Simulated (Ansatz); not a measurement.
GaSb:

```
Sb Ga
1.0
    -2.75343    2.75343    1.59071
     2.75343   -2.75343    1.59071
     2.75343    2.75343   -1.59071
Sb Ga
1 1
Cartesian
  0.0000 0.0000 0.0000
  0.0000 2.7534 0.7954
```

Measurements of this composition are mostly on another form, of space group No. 216.

| Item | Value |
| --- | --- |
| Program | Ansatz 0.2.0 |
| Task | relaxation of cell and atoms |
| Functional | PBEsol |
| Potentials or basis | all-electron LAPW, scalar-relativistic |
| Basis error allowed | 0.001 eV/atom |
| k mesh | 7 × 7 × 7 |
| Occupations | fermi-dirac, width 0.05 eV |
| Spin | no spin polarisation |

At the start: volume 24.12 Å³/atom.

Q: How do energy, volume and symmetry change on relaxing?

A: Over 5 steps the energy falls by 18.7 meV/atom and the volume is 22.79 Å³/atom (-5.5 %); space group I-4m2 (No. 119, to 0.05 Å).

Step by step:
| step | energy change (eV) | largest force (eV/Å) | volume (Å³) |
| --- | --- | --- | --- |
| 1 | 0.0000 | 0.0000 | 48.24 |
| 2 | -0.0344 | 0.0000 | 44.80 |
| 3 | -0.0371 | 0.0000 | 45.68 |
| 4 | -0.0373 | 0.0000 | 45.57 |
| 5 | -0.0373 | 0.0000 | 45.57 |

Final structure:
```xyz
2
Lattice="-2.7315 2.7315 1.5271 2.7315 -2.7315 1.5271 2.7315 2.7315 -1.5271" Properties=species:S:1:pos:R:3 pbc="T T T"
Sb    0.0000    0.0000    0.0000
Ga    0.0000    2.7315    0.7635
```

Caveat: the k mesh is thin for a metal, which can move the energy by tens of meV per atom.
